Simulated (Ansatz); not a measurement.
# SiNi: the cost of one run

Program: Ansatz 0.2.0. Level of theory: DFT PBE, scalar-relativistic, plane waves, PAW. These are calculated values, not measurements.

5 further runs of the same task are left out: 1 that didn't finish, 4 set aside as unsound or not needed. Runs told in other sessions of the task aren't counted.

## (1) The starting structure

It takes space group Pnma (No. 62, orthorhombic). The conventional cell has a = 5.154 Å, b = 3.375 Å, c = 5.620 Å, α = 90.00°, β = 90.00°, γ = 90.00°. Around Si (site symmetry m) lie 6 Ni at 2.29 to 2.41 Å. Around Ni (site symmetry m) lie 6 Si at 2.29 to 2.41 Å.

Coordinates:

```
CELL_PARAMETERS angstrom
5.15409 0.00000 0.00000
0.00000 3.37549 0.00000
0.00000 0.00000 5.61971
ATOMIC_POSITIONS crystal
Si 0.32125 0.75000 0.08408
Si 0.17875 0.25000 0.58408
Si 0.82125 0.75000 0.41592
Si 0.67875 0.25000 0.91592
Ni 0.00822 0.25000 0.18849
Ni 0.49178 0.75000 0.68849
Ni 0.50822 0.25000 0.31151
Ni 0.99178 0.75000 0.81151
```

This cell was relaxed beforehand with the same method: volume 12.22 Å³/atom, gap on the mesh none (metal).

## (2) Zero of energy

The reference gives a free energy of -25906.1653 eV, pressure 0.01 GPa, largest force 0.012 eV/Å and gap on the mesh none (metal). It was computed beforehand with the settings of the runs below.

## (3) The scan: energy and stress against strain

The cell is strained by ε times the Voigt pattern (0, 1, 0, 0, 0, 0) (xx, yy, zz, yz, xz, xy; engineering shear), with fractional coordinates fixed (clamped ions). The stress on the pattern is the sum of the stress components weighted by it, tension positive.

## (4) At ε = -0.0200

Contents of input.yaml:

```yaml
crystal:
  lattice:
    - [5.1540864102, 0.0, 0.0]
    - [0.0, 3.307980189, 0.0]
    - [0.0, 0.0, 5.6197139747]
  atoms:
    - { symbol: Si, position: [0.3212470398, 0.75, 0.084078129] }
    - { symbol: Si, position: [0.1787529602, 0.25, 0.584078129] }
    - { symbol: Si, position: [0.8212470398, 0.75, 0.415921871] }
    - { symbol: Si, position: [0.6787529602, 0.25, 0.915921871] }
    - { symbol: Ni, position: [0.0082175838, 0.25, 0.1884869323] }
    - { symbol: Ni, position: [0.4917824162, 0.75, 0.6884869323] }
    - { symbol: Ni, position: [0.5082175838, 0.25, 0.3115130677] }
    - { symbol: Ni, position: [0.9917824162, 0.75, 0.8115130677] }
basis:
  ecutwfc: 420
kpoints:
  mp_grid: { grid: [8, 12, 8] }
hamiltonian:
  xc: pbe
scf:
  occupations: { method: gaussian, width: 0.15 }
output:
  forces: true
  stress: true
  eigenvalues: true
  write_density: true
  write_potential: true
  elf: true
  volumetric_format: npy
```

The run is started by

```sh
$ ansatz run input.yaml --threads 2 --pin off --max-ram 5120MiB --backend cpu --events-out ev --progress --plain --runs-dir out
```

**Question.** How long does this run take on 2 threads of AMD EPYC (Zen 3), shared host, and how much memory does it need?

About 76 s, with a peak of 0.82 GiB.
